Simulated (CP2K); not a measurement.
# Sn (Fd-3m) in CP2K: a series of runs

The runs below take Sn through band structure, with PBE, LDA, PBEsol, rev-vdW-DF2, BLYP.

Program: CP2K 2026.2. These are calculated values, not measurements. Logs are shortened: lines on timing, memory, paths and dates and some standing lists are left out, and cuts for length are marked.

## Step 1: Starting point

It takes space group Fd-3m (No. 227, cubic). The conventional cell has a = 6.467 Å, b = 6.467 Å, c = 6.467 Å, α = 90.00°, β = 90.00°, γ = 90.00°. Sn (site symmetry -43m) has 4 Sn at 2.80 Å as nearest neighbours.

This isn't the form of Sn at room conditions, which is tetragonal (white tin).

## Step 2: Band structure, PBE

The input, sn_bands.inp:

```
&GLOBAL
  PROJECT sn_bands
  RUN_TYPE ENERGY_FORCE
  PRINT_LEVEL LOW
&END GLOBAL
&FORCE_EVAL
  METHOD QS
  STRESS_TENSOR ANALYTICAL
  &DFT
    BASIS_SET_FILE_NAME BASIS_MOLOPT_UZH
    POTENTIAL_FILE_NAME POTENTIAL_UZH
    &MGRID
      CUTOFF 675
      REL_CUTOFF 60
      NGRIDS 5
    &END MGRID
    &QS
      METHOD GPW
      EPS_DEFAULT 1.0E-9
    &END QS
    &KPOINTS
      SCHEME MONKHORST-PACK 7 7 7
      GAMMA_CENTERED T
      SYMMETRY T
      SYMMETRY_BACKEND SPGLIB
    &END KPOINTS
    &SCF
      SCF_GUESS ATOMIC
      EPS_SCF 1.0E-6
      MAX_SCF 100
      ADDED_MOS 10
      CHOLESKY OFF
      EPS_EIGVAL 1.0E-7
      &DIAGONALIZATION ON
        ALGORITHM STANDARD
      &END DIAGONALIZATION
      &MIXING ON
        METHOD BROYDEN_MIXING
        ALPHA 0.4
        BETA 1.5
        NBUFFER 8
      &END MIXING
      &SMEAR ON
        METHOD FERMI_DIRAC
        ELECTRONIC_TEMPERATURE 580.23
      &END SMEAR
    &END SCF
    &XC
      &XC_FUNCTIONAL
        &GGA_X_PBE
        &END GGA_X_PBE
        &GGA_C_PBE
        &END GGA_C_PBE
      &END XC_FUNCTIONAL
    &END XC
    &PRINT
      &KPOINTS ON
      &END KPOINTS
      &MULLIKEN ON
      &END MULLIKEN
      &MO ON
        ENERGIES T
        OCCUPATION_NUMBERS T
        &EACH
          QS_SCF 0
        &END EACH
        ADD_LAST NUMERIC
      &END MO
      &LOWDIN ON
      &END LOWDIN
      &HIRSHFELD ON
        SHAPE_FUNCTION DENSITY
      &END HIRSHFELD
      &BAND_STRUCTURE
        FILE_NAME bands.bs
        ADDED_MOS 2
        &KPOINT_SET
          UNITS B_VECTOR
          NPOINTS 10
          SPECIAL_POINT GAMMA 0.00000000 0.00000000 0.00000000
          SPECIAL_POINT X 0.50000000 0.00000000 0.50000000
          SPECIAL_POINT W 0.50000000 0.25000000 0.75000000
          SPECIAL_POINT K 0.37500000 0.37500000 0.75000000
          SPECIAL_POINT GAMMA 0.00000000 0.00000000 0.00000000
          SPECIAL_POINT L 0.50000000 0.50000000 0.50000000
          SPECIAL_POINT U 0.62500000 0.25000000 0.62500000
          SPECIAL_POINT W 0.50000000 0.25000000 0.75000000
          SPECIAL_POINT L 0.50000000 0.50000000 0.50000000
          SPECIAL_POINT K 0.37500000 0.37500000 0.75000000
        &END KPOINT_SET
        &KPOINT_SET
          UNITS B_VECTOR
          NPOINTS 10
          SPECIAL_POINT U 0.62500000 0.25000000 0.62500000
          SPECIAL_POINT X 0.50000000 0.00000000 0.50000000
        &END KPOINT_SET
      &END BAND_STRUCTURE
    &END PRINT
  &END DFT
  &SUBSYS
    &CELL
      A 4.5726372396 0.0000000000 0.0000000000
      B 2.2863186198 3.9600200118 0.0000000000
      C 2.2863186198 1.3200066706 3.7335426719
      PERIODIC XYZ
    &END CELL
    &COORD
      SCALED
      Sn  0.7500000000 0.7500000000 0.7500000000
      Sn  0.5000000000 0.5000000000 0.5000000000
    &END COORD
    &KIND Sn
      BASIS_SET TZVP-MOLOPT-PBE-GTH-q4
      POTENTIAL GTH-PBE-q4
    &END KIND
    &PRINT
      &ATOMIC_COORDINATES ON
      &END ATOMIC_COORDINATES
      &CELL ON
      &END CELL
      &SYMMETRY ON
      &END SYMMETRY
    &END PRINT
  &END SUBSYS
  &PRINT
    &FORCES ON
    &END FORCES
    &STRESS_TENSOR ON
    &END STRESS_TENSOR
  &END PRINT
&END FORCE_EVAL
```

Potentials or basis: POTENTIAL_UZH Sn GTH-PBE-q4; TZVP-MOLOPT-PBE-GTH basis.

Launch:

```bash
$ OMP_NUM_THREADS=1 cp2k.psmp -i sn_bands.inp -o sn_bands.out
```

sn_bands.out:

```text

 CP2K| version string:                                       CP2K version 2026.2
 CP2K| Input file name                                              sn_bands.inp

 GLOBAL| Force Environment number                                              1
 GLOBAL| Basis set file name                                    BASIS_MOLOPT_UZH
 GLOBAL| Potential file name                                       POTENTIAL_UZH
 GLOBAL| MM Potential file name                                     MM_POTENTIAL
 GLOBAL| Coordinate file name                                      __STD_INPUT__
 GLOBAL| Method name                                                        CP2K
 GLOBAL| Project name                                                   sn_bands
 GLOBAL| Run type                                                   ENERGY_FORCE
 GLOBAL| FFT library                                                       FFTW3
[... 6 lines left out ...]
 GLOBAL| Total number of message passing processes                             1
 GLOBAL| Number of threads for this process                                    1
 GLOBAL| CPU model name                                 Intel(R) Xeon(R) 6975P-C

 CELL| Volume [angstrom^3]:                                            67.606001
 CELL| Vector a [angstrom]:       4.573     0.000     0.000   |a| =     4.572637
 CELL| Vector b [angstrom]:       2.286     3.960     0.000   |b| =     4.572637
 CELL| Vector c [angstrom]:       2.286     1.320     3.734   |c| =     4.572637
 CELL| Angle (b,c), alpha [degree]:                                    60.000000
 CELL| Angle (a,c), beta  [degree]:                                    60.000000
 CELL| Angle (a,b), gamma [degree]:                                    60.000000
 CELL| Numerically orthorhombic:                                              NO
 CELL| Periodicity                                                           XYZ

 CELL_REF| Volume [angstrom^3]:                                        67.606001
 CELL_REF| Vector a [angstrom     4.573     0.000     0.000   |a| =     4.572637
 CELL_REF| Vector b [angstrom     2.286     3.960     0.000   |b| =     4.572637
 CELL_REF| Vector c [angstrom     2.286     1.320     3.734   |c| =     4.572637
 CELL_REF| Angle (b,c), alpha [degree]:                                60.000000
 CELL_REF| Angle (a,c), beta  [degree]:                                60.000000
 CELL_REF| Angle (a,b), gamma [degree]:                                60.000000
 CELL_REF| Numerically orthorhombic:                                          NO
 CELL_REF| Periodicity                                                       XYZ
[... 9 lines left out ...]
 TOTAL NUMBERS AND MAXIMUM NUMBERS

  Total number of            - Atomic kinds:                                   1
                             - Atoms:                                          2
                             - Shell sets:                                     2
                             - Shells:                                        14
                             - Primitive Cartesian functions:                  8
                             - Cartesian basis functions:                     36
                             - Spherical basis functions:                     34

  Maximum angular momentum of- Orbital basis functions:                        2
                             - Local part of the GTH pseudopotential:          0
                             - Non-local part of the GTH pseudopotential:      4

 MODULE QUICKSTEP: ATOMIC COORDINATES IN ANGSTROM

   Atom Kind Element         X             Y             Z       Z(eff)     Mass
      1    1 Sn   50      6.858956      3.960020      2.800157   4.0000 118.7100
      2    1 Sn   50      4.572637      2.640013      1.866771   4.0000 118.7100

 Crystal Symmetry Information
       International Symbol:                                               Fd-3m
       Point Group Symbol:                                                  m-3m
       Schoenflies Symbol:                                                  Oh^7
       Number of Symmetry Operations:                                         48

 SCF PARAMETERS         Density guess:                                    ATOMIC
[... 9 lines left out ...]
                        --------------------------------------------------------
                        level_shift [a.u.]:                             0.000000
                        added MOs                                        10    0
                        --------------------------------------------------------
                        Mixing method:                            BROYDEN_MIXING
[... 11 lines left out ...]
 *******************************************************************************
 BRILLOUIN| K-point scheme                                        Monkhorst-Pack
 BRILLOUIN| K-Point grid                                             7    7    7
 BRILLOUIN| Gamma-centered k-point mesh                                     ON
[... 57 lines left out ...]
  Core density on regular grids:                7.9999999637       -0.0000000363
  Total charge density on r-space grids:       -0.0000000365
  Total charge density g-space grids:          -0.0000000365

  Overlap energy of the core charge distribution:               0.00000000753074
  Self energy of the core charge distribution:                -14.92071625911348
  Core Hamiltonian energy:                                      3.20060461870123
  Hartree energy:                                               6.82179206500552
  Exchange-correlation energy:                                 -2.08244184960447
  Electronic entropic energy:                                  -0.00006119071535
  Fermi energy:                                                 0.12526421828462

  Total energy:                                                -6.98082260786914
  Total energy (extrapolated to T->0):                         -6.98079201251146

 MO| EIGENVALUES AND OCCUPATION NUMBERS FOR K POINT 1
 MO|
 MO|  Index      Eigenvalue [a.u.]        Eigenvalue [eV]             Occupation
 MO|      1              -0.211832              -5.764229               2.000000
 MO|      2              -0.098027              -2.667438               2.000000
 MO|      3               0.084919               2.310754               2.000000
 MO|      4               0.084919               2.310754               2.000000
 MO|      5               0.128180               3.487948               0.339701
 MO|      6               0.249504               6.789355               0.000000
 MO|      7               0.249504               6.789358               0.000000
 MO|      8               0.405873              11.044359               0.000000
 MO|      9               0.446888              12.160431               0.000000
 MO|     10               0.499709              13.597766               0.000000
 MO|     11               0.499709              13.597768               0.000000
 MO|     12               0.530267              14.429294               0.000000
 MO|     13               0.604450              16.447923               0.000000
[... 256 lines left out ...]
 MO|      3               0.095774               2.606156               2.000000
 MO|      4               0.095775               2.606158               2.000000
 MO|      5               0.137836               3.750716               0.002134
 MO|      6               0.245100               6.669502               0.000000
 MO|      7               0.245100               6.669505               0.000000
 MO|      8               0.322208               8.767715               0.000000
 MO|      9               0.435849              11.860054               0.000000
 MO|     10               0.438219              11.924539               0.000000
 MO|     11               0.438219              11.924544               0.000000
 MO|     12               0.584413              15.902680               0.000000
 MO|     13               0.701148              19.079209               0.000000
 MO|     14               0.705350              19.193545               0.000000
 MO| Sum:                                                               8.002133
 MO| E(Fermi):            0.125264 a.u.          3.408613 eV

 [... the levels of further k-points ...]

 !-----------------------------------------------------------------------------!
                     Mulliken Population Analysis

 #  Atom  Element  Kind  Atomic population                           Net charge
       1     Sn       1          4.000000                              0.000000
       2     Sn       1          4.000000                             -0.000000
 # Total charge                              8.000000                  0.000000

 !-----------------------------------------------------------------------------!

 !-----------------------------------------------------------------------------!
                           Hirshfeld Charges

  #Atom  Element  Kind  Ref Charge     Population                    Net charge
      1       Sn     1       4.000          4.000                        -0.000
      2       Sn     1       4.000          4.000                        -0.000

  Total Charge                                                           -0.000
 !-----------------------------------------------------------------------------!

 LOWDIN POPULATION ANALYSIS

 #  Atom  Element  Kind  Atomic population                           Net charge
       1     Sn       1          4.000000                              0.000000
       2     Sn       1          4.000000                             -0.000000
 # Total charge                              8.000000                  0.000000

 KPOINTS| Band Structure Calculation
 KPOINTS| Number of k-point sets                                               2
 KPOINTS| Number of added MOs/bands                                            2
 KPOINTS| Number of k-points in set    1                                      91
 KPOINTS| In units of b-vector [2pi/Bohr]
 KPOINTS| Special point     1       GAMMA     0.000000     0.000000     0.000000
 KPOINTS| Special point     2           X     0.500000     0.000000     0.500000
 KPOINTS| Special point     3           W     0.500000     0.250000     0.750000
 KPOINTS| Special point     4           K     0.375000     0.375000     0.750000
 KPOINTS| Special point     5       GAMMA     0.000000     0.000000     0.000000
 KPOINTS| Special point     6           L     0.500000     0.500000     0.500000
 KPOINTS| Special point     7           U     0.625000     0.250000     0.625000
 KPOINTS| Special point     8           W     0.500000     0.250000     0.750000
 KPOINTS| Special point     9           L     0.500000     0.500000     0.500000
 KPOINTS| Special point    10           K     0.375000     0.375000     0.750000
 KPOINTS| Number of k-points in set    2                                      11
 KPOINTS| In units of b-vector [2pi/Bohr]
 KPOINTS| Special point     1           U     0.625000     0.250000     0.625000
 KPOINTS| Special point     2           X     0.500000     0.000000     0.500000

 ENERGY| Total FORCE_EVAL ( QS ) energy [hartree]             -6.980825376365672

 FORCES| Atomic forces [hartree/bohr]
 FORCES|   Atom     x               y               z               |f|
 FORCES|      1 -1.05681067E-08  5.83749255E-09  5.66991166E-09   1.33382569E-08
 FORCES|      2  1.05681224E-08 -5.83749118E-09 -5.66990982E-09   1.33382680E-08
 FORCES| Sum     1.57224335E-14  1.37149479E-15  1.84214540E-15
 FORCES| Total atomic force                                       1.58892861E-14

 STRESS| Analytical stress tensor [bar]
 STRESS|                        x                   y                   z
 STRESS|      x        4.15449122961E+04  -1.15661298553E-02  -1.05112381481E-02
 STRESS|      y       -1.15661298553E-02   4.15442056462E+04   1.13675107588E-02
 STRESS|      z       -1.05112381481E-02   1.13675107588E-02   4.15441779144E+04
 STRESS| 1/3 Trace                                             4.15444319522E+04
 STRESS| Determinant                                           7.17031896575E+13

 STRESS| Eigenvectors and eigenvalues of the analytical stress tensor [bar]
 STRESS|                        1                   2                   3
 STRESS| Eigenvalues   4.15441738012E+04   4.15442094144E+04   4.15449126411E+04
 STRESS|      x           0.008194051465      0.020495223741      0.999756371985
 STRESS|      y          -0.333534440563      0.942591936953     -0.016589675983
 STRESS|      z           0.942702304271      0.333317245571     -0.014559509826
```

Wall time 13 s (1 thread of Intel Xeon 6975P-C (Granite Rapids), shared host); peak memory 0.45 GiB.

Results:

```
Free energy            : -189.9579 eV
Pressure               : 4.2 GPa
Band gap on the k mesh : none (metal or under the smearing width)
```

Levels at the corners of the path, in eV from the Fermi level:
```tsv
point	band 1	band 2	band 3	band 4	band 5	band 6	band 7	band 8
Γ	-10.64	-0.45	0.06	0.06	0.06	2.21	2.21	2.21
X	-7.54	-7.54	-2.50	-2.50	0.84	0.84	8.04	8.04
W	-7.48	-7.48	-3.10	-3.10	3.66	3.66	4.34	4.34
K	-7.95	-7.06	-3.44	-2.14	1.15	3.61	6.26	6.37
Γ	-10.64	-0.45	0.06	0.06	0.06	2.21	2.21	2.21
L	-9.02	-6.34	-1.14	-1.14	0.04	3.38	3.38	8.05
U	-7.95	-7.06	-3.44	-2.14	1.15	3.61	6.26	6.37
W	-7.48	-7.48	-3.10	-3.10	3.66	3.66	4.34	4.34
L	-9.02	-6.34	-1.14	-1.14	0.04	3.38	3.38	8.05
K	-7.95	-7.06	-3.44	-2.14	1.15	3.61	6.26	6.37
U	-7.95	-7.06	-3.44	-2.14	1.15	3.61	6.26	6.37
X	-7.54	-7.54	-2.50	-2.50	0.84	0.84	8.04	8.04
```

Caveat: spin-orbit coupling is left out, which moves the levels of the heavy elements; the basis of atomic orbitals isn't converged, which shifts pressures, moduli and gaps.

## Step 3: Band structure, LDA

sn_bands.inp, as its differences from that of step 2:

```diff
@@ -49,6 +49,6 @@
       &XC_FUNCTIONAL
-        &GGA_X_PBE
-        &END GGA_X_PBE
-        &GGA_C_PBE
-        &END GGA_C_PBE
+        &LDA_X
+        &END LDA_X
+        &LDA_C_PW
+        &END LDA_C_PW
       &END XC_FUNCTIONAL
```

Potentials or basis: POTENTIAL_UZH Sn GTH-PBE-q4; TZVP-MOLOPT-PBE-GTH basis.

Launch:

```bash
$ OMP_NUM_THREADS=1 cp2k.psmp -i sn_bands.inp -o sn_bands.out
```

Run time: 12 s. Hardware: 1 thread of Intel Xeon 6975P-C (Granite Rapids), shared host; peak memory 0.44 GiB.

Results (log left out):

```yaml
Free_energy: -189.5270 eV
Pressure: 3.9 GPa
Band_gap_on_the_k_mesh: none (metal or under the smearing width)
```

Levels at the corners of the path, in eV from the Fermi level:
```tsv
point	band 1	band 2	band 3	band 4	band 5	band 6	band 7	band 8
Γ	-10.61	-0.37	0.12	0.12	0.12	2.23	2.23	2.23
X	-7.50	-7.50	-2.47	-2.47	0.75	0.75	8.12	8.12
W	-7.43	-7.43	-3.12	-3.12	3.69	3.69	4.27	4.27
K	-7.90	-7.01	-3.47	-2.11	1.08	3.59	6.29	6.42
Γ	-10.61	-0.37	0.12	0.12	0.12	2.23	2.23	2.23
L	-8.97	-6.32	-1.09	-1.09	0.02	3.38	3.38	8.05
U	-7.90	-7.01	-3.47	-2.11	1.08	3.59	6.29	6.42
W	-7.43	-7.43	-3.12	-3.12	3.69	3.69	4.27	4.27
L	-8.97	-6.32	-1.09	-1.09	0.02	3.38	3.38	8.05
K	-7.90	-7.01	-3.47	-2.11	1.08	3.59	6.29	6.42
U	-7.90	-7.01	-3.47	-2.11	1.08	3.59	6.29	6.42
X	-7.50	-7.50	-2.47	-2.47	0.75	0.75	8.12	8.12
```

Caveat: the potentials were made for another functional, which shifts forces and pressure; spin-orbit coupling is left out, which moves the levels of the heavy elements; the basis of atomic orbitals isn't converged, which shifts pressures, moduli and gaps.

(Part 1 of 2 ends here.)
